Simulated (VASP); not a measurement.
## Ti: single point with PBEsol

Ti:

```xyz
3
Lattice="4.5674 0.0000 0.0000 -2.2837 3.9555 0.0000 0.0000 0.0000 2.8262" Properties=species:S:1:pos:R:3 pbc="T T T"
Ti    2.2837    1.3185    1.4131
Ti    0.0000    2.6370    1.4131
Ti    0.0000    0.0000    0.0000
```

This isn't the form of Ti at room conditions, which is hcp.

```json
{"Program": "VASP 6.6.1", "Task": "single point", "Functional": "PBEsol", "Potentials or basis": "VASP PAW PBE potentials, release 64 (Ti_sv)", "Cutoff": "520 eV", "k mesh": "7 × 7 × 9", "Occupations": "fermi-dirac, width 0.05 eV", "Spin": "no spin polarisation"}
```

- Pressure: -3.9 GPa
- Band gap on the k mesh: none (metal or under the smearing width)

Stress tensor (GPa, compression positive):
```
-3.96  0.00  0.00
 0.00 -3.96  0.00
 0.00  0.00 -3.87
```

Levels at points of the mesh, in eV from the Fermi level:
| k point | band 14 | band 15 | band 16 | band 17 | band 18 | band 19 | band 20 | band 21 | band 22 | band 23 |
| --- | --- | --- | --- | --- | --- | --- | --- | --- | --- | --- |
| (0.00, 0.00, 0.00) | -1.96 | -0.70 | -0.70 | -0.60 | -0.60 | -0.03 | 0.69 | 1.30 | 1.30 | 1.83 |

Wall time 35 s on 1 thread of Intel(R) Xeon(R) Platinum 8559C (Emerald Rapids), on a shared host, peak memory 0.19 GiB.

Caveat: the PAW data sets were made with another functional, which shifts forces and pressure a little.
